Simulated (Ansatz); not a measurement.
Wanted: the native input for an Ansatz 0.2.0 run.

```yaml
Task: single point
Functional: r2SCAN0 form with a typed share of exact exchange
Potentials_or_basis: Ansatz PAW
Cutoff: "500 eV (not typed: the program's choice for these potentials)"
k_mesh: 5 × 5 × 5
Occupations: fermi-dirac, width 0.05 eV
Spin: no spin polarisation
Share_of_exact_exchange: 0.5
```

CdF2:

```
CELL_PARAMETERS angstrom
0.00000 2.69400 2.69400
2.69400 0.00000 2.69400
2.69400 2.69400 0.00000
ATOMIC_POSITIONS crystal
Cd 0.00000 0.00000 0.00000
F 0.75000 0.75000 0.75000
F 0.25000 0.25000 0.25000
```

The input as run:

input.yaml

```yaml
crystal:
  lattice:
    - [0.0, 2.694, 2.694]
    - [2.694, 0.0, 2.694]
    - [2.694, 2.694, 0.0]
  atoms:
    - { symbol: Cd, position: [0.0, 0.0, 0.0] }
    - { symbol: F, position: [0.75, 0.75, 0.75] }
    - { symbol: F, position: [0.25, 0.25, 0.25] }
hamiltonian:
  xc: { exchange: r2scan, correlation: r2scan, exx: { coeff: 0.5 } }
  pseudopotentials: { kind: paw }
kpoints:
  mp_grid: { grid: [5, 5, 5] }
scf:
  occupations: { method: fermi_dirac, width: 0.05 }
output:
  forces: true
  stress: true
  eigenvalues: true
```

Potentials or basis: Ansatz PAW.

Launch:

```sh
$ ansatz run input.yaml --threads 2 --pin off --max-ram 5632MiB --backend cpu --events-out ev --progress --plain --runs-dir out
```

Results of the run:

```
Pressure               : -3.4 GPa
Band gap on the k mesh : 9.26 eV, indirect (least direct gap 9.83 eV)
```

Caveat: odd divisions of the mesh miss points on the zone boundary, where band edges often lie, so the gap on the mesh can be too wide; the pressure holds a Pulay correction of +0.6 GPa for the finite cutoff; the PAW data sets come from PBE, with cores solved anew for the run's functional, which leaves a small shift of forces and pressure; the thresholds are loose for stress.

It took 11 s on 2 threads of Intel(R) Xeon(R) 6975P-C (Granite Rapids) (shared host), peak memory 1.1 GiB.
